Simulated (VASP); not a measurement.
Set up this calculation in VASP 6.6.1, as the native input.

```
Task                   : single point
Functional             : PBE
Potentials or basis    : VASP PAW PBE potentials, release 64 (Al)
Cutoff                 : 520 eV
k mesh                 : 11 × 11 × 11
Occupations            : gaussian, width 0.022 eV
Spin                   : no spin polarisation
Further INCAR settings : ALGO = Normal; EDIFF = 1e-06; NBANDS = 8
```

The structure of Al lies in POSCAR:

```
Al
1.0
    0.0000000000      2.0248050000      2.0248050000
    2.0248050000      0.0000000000      2.0248050000
    2.0248050000      2.0248050000      0.0000000000
Al
1
Direct
    0.0000000000      0.0000000000      0.0000000000
```

The input as run:

INCAR

```
SYSTEM = Al
ALGO = Normal
EDIFF = 1E-6
ENCUT = 520
GGA = PE
ISIF = 2
ISMEAR = 0
LASPH = .TRUE.
LCHARG = .FALSE.
LREAL = .FALSE.
LWAVE = .FALSE.
NBANDS = 8
NELM = 100
PREC = Accurate
SIGMA = 0.022
```

KPOINTS

```
k-points
0
G
  11 11 11
  0 0 0
```

Potentials or basis: VASP PAW PBE potentials, release 64 (Al).

Command:

```console
$ cat potpaw_PBE.64/Al/POTCAR > POTCAR
$ mpirun -np 1 vasp_std > vasp.out
```

It gave:

The pressure is -0.5 GPa. The band gap on the k mesh is none (metal or under the smearing width).

Run time: 2.9 s on 1 thread of Intel(R) Xeon(R) 6975P-C (Granite Rapids), on a shared host, peak memory 0.12 GiB.
